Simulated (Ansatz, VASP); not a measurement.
**In: VASP beside Ansatz**

INCAR

```
SYSTEM = In
PREC = Accurate ; ENCUT = 600
EDIFF = 1E-6 ; ISMEAR = -1
SIGMA = 0.05 ; LREAL = .FALSE.
LASPH = .TRUE. ; NELM = 80
ALGO = Normal ; ISIF = 3
LWAVE = .FALSE. ; LCHARG = .FALSE.
GGA = PS ; IBRION = 2
NSW = 80 ; EDIFFG = -0.01
```

Contents of KPOINTS:

```
regular mesh
0
G
  9 9 5
  0 0 0
```

File POSCAR:

```
In
1.0
    3.3354847820      0.0000000000      0.0000000000
   -1.6677423910      2.8886145552      0.0000000000
    0.0000000000      0.0000000000      5.5091429200
In
2
Direct
    0.6666666667      0.3333333333      0.7500000000
    0.3333333333      0.6666666667      0.2500000000
```

The input input.yaml:

```yaml
crystal:
  lattice:
    - [3.335484782, 0.0, 0.0]
    - [-1.667742391, 2.8886145552, 0.0]
    - [0.0, 0.0, 5.50914292]
  atoms:
    - { symbol: In, position: [0.6666666667, 0.3333333333, 0.75] }
    - { symbol: In, position: [0.3333333333, 0.6666666667, 0.25] }
kpoints:
  mp_grid: { grid: [9, 9, 5] }
scf:
  occupations: { method: fermi_dirac, width: 0.05 }
hamiltonian:
  xc: pbesol
  pseudopotentials: { kind: all_electron, lapw: { basis_error: 0.001 } }
output:
  forces: true
  stress: true
relax:
  f_tol: 0.01
  max_steps: 60
  cell: {}
```

Alike in both runs: task relaxation of cell and atoms; functional PBEsol; k mesh 9 × 9 × 5; occupations fermi-dirac, width 0.05 eV; no spin polarisation.

|  | VASP | Ansatz |
| --- | --- | --- |
| version | VASP 6.6.1 | Ansatz 0.2.0 |
| potentials or method | VASP PAW PBE potentials, release 64 (In_d) | all-electron LAPW, scalar-relativistic |
| plane-wave cutoff (eV) | 600 | see its input |

Ansatz gave:

- relaxed volume (Å³/atom): 25.60
- relaxed cell length with the largest relative difference (Å): 5.398
- energy change over the relaxation (meV/atom): -5

Question: What did VASP give for the same quantities?

Answer: Relaxed volume (Å³/atom): 25.63; relaxed cell length with the largest relative difference (Å): 5.400; energy change over the relaxation (meV/atom): -4.

Ansatz ran all-electron here, so the differences hold the error of VASP's frozen core and of both bases.

Caveats: the PAW data sets were made with another functional, which shifts forces and pressure a little (VASP).
